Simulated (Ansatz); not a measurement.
Crystal: Ge.

```
Ge
1.0
     1.48805   -2.59469    0.00000
     1.48805    2.59469    0.00000
     0.00000    0.00000    4.72760
Ge
2
Direct
  0.33345 0.66655 0.25000
  0.66655 0.33345 0.75000
```

This isn't the form of Ge at room conditions, which is diamond.

| Quantity | Value |
| --- | --- |
| Program | Ansatz 0.2.0 |
| Task | relaxation of cell and atoms |
| Functional | PBEsol |
| Dispersion | D4 |
| Potentials or basis | Ansatz PAW |
| Cutoff | 420 eV (not typed: the program's choice for these potentials) |
| k mesh | 10 × 10 × 6 |
| Occupations | fermi-dirac, width 0.05 eV |
| Spin | no spin polarisation |

At the start: volume 18.25 Å³/atom.

**Question.** Where does the relaxation end?

**Answer.** It ends after 19 steps and the volume is 17.93 Å³/atom (-1.8 %); space group P6/mmm (No. 191, to 0.05 Å).

The path:
```tsv
step	energy change (eV)	largest force (eV/Å)	volume (Å³)
1	0.0000	0.0006	36.51
2	-0.0080	0.0068	35.35
3	-0.0094	0.0083	35.75
4	-0.0097	0.0103	35.75
5	-0.0099	0.0148	35.71
6	-0.0102	0.0125	35.72
7	-0.0107	0.0109	35.71
8	-0.0224	0.0829	35.64
9	-0.0627	0.0537	35.58
10	-0.1180	0.0258	35.68
11	-0.1329	0.0381	36.15
12	-0.1392	0.0075	36.19
13	-0.1502	0.0085	35.97
14	-0.1506	0.0026	35.75
15	-0.1508	0.0044	35.80
16	-0.1510	0.0011	35.82
17	-0.1516	0.0011	35.82
18	-0.1516	0.0003	35.86
19	-0.1516	0.0003	35.86
```

Final structure:
```yaml
crystal:
  lattice:
    - [1.41365, -2.44847, 0.00000]
    - [1.41365, 2.44847, 0.00000]
    - [0.00000, 0.00000, 5.17955]
  atoms:
    - { symbol: Ge, position: [0.49983, 0.50017, 0.25000] }
    - { symbol: Ge, position: [0.50017, 0.49983, 0.75000] }
```

Caveat: the plane-wave basis is chosen anew once the cell has moved, so the energies of steps on either side of that aren't comparable; pairwise dispersion overbinds metals, which lowers pressure and volume; the PAW data sets come from PBE, with cores solved anew for the run's functional, which leaves a small shift of forces and pressure.
